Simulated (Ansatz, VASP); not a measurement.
# One calculation of Na2Nb2O, two programs

The input INCAR:

```
SYSTEM = Na2Nb2O
PREC     = Accurate       ! precision mode
ENCUT    = 520            ! plane-wave cutoff, eV
EDIFF    = 1E-6           ! SCF threshold, eV
ISMEAR   = 0              ! smearing method
SIGMA    = 0.1            ! smearing width, eV
LREAL    = .False.        ! projectors in reciprocal space
LASPH    = .True.         ! aspherical terms in the spheres
NELM     = 100            ! most SCF steps
ALGO     = Normal         ! electronic algorithm
ISIF     = 2              ! what is computed and relaxed
LWAVE    = .False.        ! write WAVECAR
LCHARG   = .False.        ! write CHGCAR
GGA      = PE             ! functional
NBANDS   = 31             ! bands
```

File KPOINTS:

```
Automatic mesh
0
Gamma
  6 6 6
  0 0 0
```

The input POSCAR:

```
Na2Nb2O
1.0
   -2.0582215400      2.0582215400      4.7921243900
    2.0582215400     -2.0582215400      4.7921243900
    2.0582215400      2.0582215400     -4.7921243900
Na Nb O
2 2 1
Direct
    0.3709999900      0.3709999900      0.0000000000
    0.6290000100      0.6290000100      0.0000000000
    0.7500000000      0.2500000000      0.5000000000
    0.2500000000      0.7500000000      0.5000000000
    0.0000000000      0.0000000000      0.0000000000
```

Input for Ansatz:

```yaml
crystal:
  lattice:
    - [-2.05822154, 2.05822154, 4.79212439]
    - [2.05822154, -2.05822154, 4.79212439]
    - [2.05822154, 2.05822154, -4.79212439]
  atoms:
    - { symbol: Na, position: [0.37099999, 0.37099999, 0.0] }
    - { symbol: Na, position: [0.62900001, 0.62900001, 0.0] }
    - { symbol: Nb, position: [0.75, 0.25, 0.5] }
    - { symbol: Nb, position: [0.25, 0.75, 0.5] }
    - { symbol: O, position: [0.0, 0.0, 0.0] }
basis:
  ecutwfc: 420
kpoints:
  mp_grid: { grid: [6, 6, 6] }
hamiltonian:
  xc: pbe
scf:
  occupations: { method: gaussian, width: 0.1 }
  lower_state_search: "off"
output:
  forces: true
  stress: true
  eigenvalues: true
```

Change from the starting cell: species swapped into the YGe2Ru2 type (I4/mmm, No. 139).

Alike in both runs: task single point; functional PBE; k mesh 6 × 6 × 6; occupations gaussian, width 0.1 eV; no spin polarisation.

|  | VASP | Ansatz |
| --- | --- | --- |
| version | VASP 6.6.1 | Ansatz 0.2.0 |
| potentials or method | VASP PAW PBE potentials, release 64 (Na_pv, Nb_sv, O) | scalar-relativistic, plane waves, PAW |
| plane-wave cutoff (eV) | 520 | 420 |
| valence electrons in the cell | 46 | 50 |

|  | VASP | Ansatz | Ansatz less VASP |
| --- | --- | --- | --- |
| gap on the k mesh at the Fermi level (eV) | none | none | - |
| pressure (GPa) | 24.1 | 23.8 | -0.29 |
| largest component of the traceless stress (GPa) | 0.04 | 0.08 | +0.038 |
| rms of the force components (eV/Å) | 2.247 | 2.227 | -0.0194 |

Atom by atom the forces differ by 0.019 eV/Å (rms over components). A gap of «none» marks a metal or a gap that the smearing closes. The functional is the same, so the differences come from potentials, cutoffs and numerics. The two sets of potentials don't hold the same shells in valence.

Caveats: so large a pressure means that the cell lies far from this level's equilibrium, or that cutoff or potentials fall short (VASP); forces of over 1 eV/Å show positions far from the minimum, so gaps and moduli don't describe the material at rest.
